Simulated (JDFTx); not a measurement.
A run of JDFTx 1.7.0 (patched build):

bands.in

```
lattice Face-Centered Cubic 10.2120799775
coords-type Lattice
ion Zn     0.7500000000     0.7500000000     0.7500000000 1
ion S      0.0000000000     0.0000000000     0.0000000000 1

ion-species pseudo/Zn.upf
ion-species pseudo/S.upf
elec-cutoff 40 320
elec-ex-corr mgga-x-task lda-c-pw
elec-smearing Fermi 0.0018374661
elec-n-bands 19
electronic-minimize nIterations 30 energyDiffThreshold 1e-06
davidson-band-ratio 1.3
forces-output-coords Cartesian
include path.kpoints
symmetries none
fix-electron-density run.$VAR

dump-name bands.$VAR
dump End Ecomponents EigStats BandEigs Kpoints Forces
```

Contents of path.kpoints:

```
kpoint +0.0000000000 +0.0000000000 +0.0000000000 0.020000000000
kpoint +0.0714285714 +0.0000000000 +0.0714285714 0.020000000000
kpoint +0.1428571429 +0.0000000000 +0.1428571429 0.020000000000
kpoint +0.2142857143 +0.0000000000 +0.2142857143 0.020000000000
kpoint +0.2857142857 +0.0000000000 +0.2857142857 0.020000000000
kpoint +0.3571428571 +0.0000000000 +0.3571428571 0.020000000000
kpoint +0.4285714286 +0.0000000000 +0.4285714286 0.020000000000
kpoint +0.5000000000 +0.0000000000 +0.5000000000 0.020000000000
kpoint +0.5000000000 +0.0833333333 +0.5833333333 0.020000000000
kpoint +0.5000000000 +0.1666666667 +0.6666666667 0.020000000000
kpoint +0.5000000000 +0.2500000000 +0.7500000000 0.020000000000
kpoint +0.4375000000 +0.3125000000 +0.7500000000 0.020000000000
kpoint +0.3750000000 +0.3750000000 +0.7500000000 0.020000000000
kpoint +0.3281250000 +0.3281250000 +0.6562500000 0.020000000000
kpoint +0.2812500000 +0.2812500000 +0.5625000000 0.020000000000
kpoint +0.2343750000 +0.2343750000 +0.4687500000 0.020000000000
kpoint +0.1875000000 +0.1875000000 +0.3750000000 0.020000000000
kpoint +0.1406250000 +0.1406250000 +0.2812500000 0.020000000000
kpoint +0.0937500000 +0.0937500000 +0.1875000000 0.020000000000
kpoint +0.0468750000 +0.0468750000 +0.0937500000 0.020000000000
kpoint +0.0000000000 +0.0000000000 +0.0000000000 0.020000000000
kpoint +0.0833333333 +0.0833333333 +0.0833333333 0.020000000000
kpoint +0.1666666667 +0.1666666667 +0.1666666667 0.020000000000
kpoint +0.2500000000 +0.2500000000 +0.2500000000 0.020000000000
kpoint +0.3333333333 +0.3333333333 +0.3333333333 0.020000000000
kpoint +0.4166666667 +0.4166666667 +0.4166666667 0.020000000000
kpoint +0.5000000000 +0.5000000000 +0.5000000000 0.020000000000
kpoint +0.5250000000 +0.4500000000 +0.5250000000 0.020000000000
kpoint +0.5500000000 +0.4000000000 +0.5500000000 0.020000000000
kpoint +0.5750000000 +0.3500000000 +0.5750000000 0.020000000000
kpoint +0.6000000000 +0.3000000000 +0.6000000000 0.020000000000
kpoint +0.6250000000 +0.2500000000 +0.6250000000 0.020000000000
kpoint +0.5625000000 +0.2500000000 +0.6875000000 0.020000000000
kpoint +0.5000000000 +0.2500000000 +0.7500000000 0.020000000000
kpoint +0.5000000000 +0.2916666667 +0.7083333333 0.020000000000
kpoint +0.5000000000 +0.3333333333 +0.6666666667 0.020000000000
kpoint +0.5000000000 +0.3750000000 +0.6250000000 0.020000000000
kpoint +0.5000000000 +0.4166666667 +0.5833333333 0.020000000000
kpoint +0.5000000000 +0.4583333333 +0.5416666667 0.020000000000
kpoint +0.5000000000 +0.5000000000 +0.5000000000 0.020000000000
kpoint +0.4791666667 +0.4791666667 +0.5416666667 0.020000000000
kpoint +0.4583333333 +0.4583333333 +0.5833333333 0.020000000000
kpoint +0.4375000000 +0.4375000000 +0.6250000000 0.020000000000
kpoint +0.4166666667 +0.4166666667 +0.6666666667 0.020000000000
kpoint +0.3958333333 +0.3958333333 +0.7083333333 0.020000000000
kpoint +0.3750000000 +0.3750000000 +0.7500000000 0.020000000000
kpoint +0.6250000000 +0.2500000000 +0.6250000000 0.020000000000
kpoint +0.5833333333 +0.1666666667 +0.5833333333 0.020000000000
kpoint +0.5416666667 +0.0833333333 +0.5416666667 0.020000000000
kpoint +0.5000000000 +0.0000000000 +0.5000000000 0.020000000000
```

Potentials or basis: SG15-PBE-1.2.

Command:

```bash
$ jdftx -c 1 -i bands.in -o bands.out
```

Hardware: 1 thread of Arm Neoverse V2, on a shared host.

How long does it take, and how much memory?

It took 3.8 min on 1 thread of Arm Neoverse V2, on a shared host, peak memory 0.11 GiB. Counts: scf iterations 0, bands 19, plane waves 3219.
